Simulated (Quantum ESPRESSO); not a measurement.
A calculation with Quantum ESPRESSO 7.5 of HfN (ASE script, structure from a POSCAR):

The input run.py:

```python
import numpy as np
from ase.calculators.espresso import Espresso, EspressoProfile
from ase.io import read

atoms = read('POSCAR')

input_data = {
    'control': {'calculation': 'scf', 'prefix': 'pwscf', 'outdir': './tmp', 'tprnfor': True, 'tstress': True, 'disk_io': 'nowf'},
    'system': {'ecutwfc': 60.0, 'ecutrho': 480.0, 'nbnd': 15, 'occupations': 'smearing', 'smearing': 'fd', 'degauss': 0.00367493},
    'electrons': {'conv_thr': 4e-10, 'electron_maxstep': 120, 'mixing_beta': 0.5},
}
pseudopotentials = {'Hf': 'Hf-sp.oncvpsp.upf', 'N': 'N.pbe-n-radius_5.UPF'}
profile = EspressoProfile(command='pw.x', pseudo_dir='pseudo')
dft = Espresso(profile=profile, input_data=input_data, pseudopotentials=pseudopotentials, kpts=(9, 9, 9), koffset=(0, 0, 0))
atoms.calc = dft

print(f'energy {atoms.get_potential_energy():.8f} eV')
print('forces (eV/A)')
print(np.round(atoms.get_forces(), 6))
print('stress (eV/A^3, Voigt)')
print(np.round(atoms.get_stress(), 8))
print(f'Fermi level {dft.get_fermi_level():.4f} eV')
```

Contents of POSCAR:

```
HfN
1.0
    0.0000000000      2.4548220000      2.4548220000
    2.4548220000      0.0000000000      2.4548220000
    2.4548220000      2.4548220000      0.0000000000
Hf N
1 1
Direct
    0.0000000000      0.0000000000      0.0000000000
    0.2500000000      0.2500000000      0.2500000000
```

Potentials or basis: SSSP 1.3 efficiency PBE.

Launch:

```sh
$ OMP_NUM_THREADS=1 python run.py
```

The cell comes from a database or a generator and needn't be the stable form of this composition.

Q: Write the same calculation in another form: native input, structure typed inline.

A: As run:

The input pw.in:

```
&CONTROL
  calculation = 'scf'
  prefix = 'pwscf'
  outdir = './tmp'
  pseudo_dir = './pseudo'
  tprnfor = .true.
  tstress = .true.
  disk_io = 'low'
/
&SYSTEM
  ibrav = 0
  nat = 2
  ntyp = 2
  ecutwfc = 60
  ecutrho = 480
  nbnd = 15
  occupations = 'smearing'
  smearing = 'fd'
  degauss = 0.00367493
/
&ELECTRONS
  conv_thr = 4d-10
  electron_maxstep = 120
  mixing_beta = 0.5
/
ATOMIC_SPECIES
Hf   178.4900 Hf-sp.oncvpsp.upf
N     14.0070 N.pbe-n-radius_5.UPF
CELL_PARAMETERS angstrom
   0.0000000000    2.4548220000    2.4548220000
   2.4548220000    0.0000000000    2.4548220000
   2.4548220000    2.4548220000    0.0000000000
ATOMIC_POSITIONS crystal
Hf     0.0000000000    0.0000000000    0.0000000000
N      0.2500000000    0.2500000000    0.2500000000
K_POINTS automatic
9 9 9 0 0 0
```

pp_density.in

```
&INPUTPP
  prefix = 'pwscf'
  outdir = './tmp'
  filplot = 'density.dat'
  plot_num = 0
/
&PLOT
  nfile = 1
  filepp(1) = 'density.dat'
  iflag = 3
  output_format = 6
  fileout = 'density.cube'
/
```

The input pp_potential.in:

```
&INPUTPP
  prefix = 'pwscf'
  outdir = './tmp'
  filplot = 'potential.dat'
  plot_num = 11
/
&PLOT
  nfile = 1
  filepp(1) = 'potential.dat'
  iflag = 3
  output_format = 6
  fileout = 'potential.cube'
/
```

Potentials or basis: SSSP 1.3 efficiency PBE.

Launch:

```sh
$ OMP_NUM_THREADS=1 pw.x -in pw.in > pw.out
$ OMP_NUM_THREADS=1 pp.x -in pp_density.in > pp_density.out
$ OMP_NUM_THREADS=1 pp.x -in pp_potential.in > pp_potential.out
```

Both were run:

|  | ASE script, structure from a POSCAR | native input, structure typed inline |
| --- | --- | --- |
| Pressure | 0.1 GPa | 0.1 GPa |
| Band gap on the k mesh | none (metal or under the smearing width) | none (metal or under the smearing width) |

Keys that steer only the numerical path or the files written may differ.
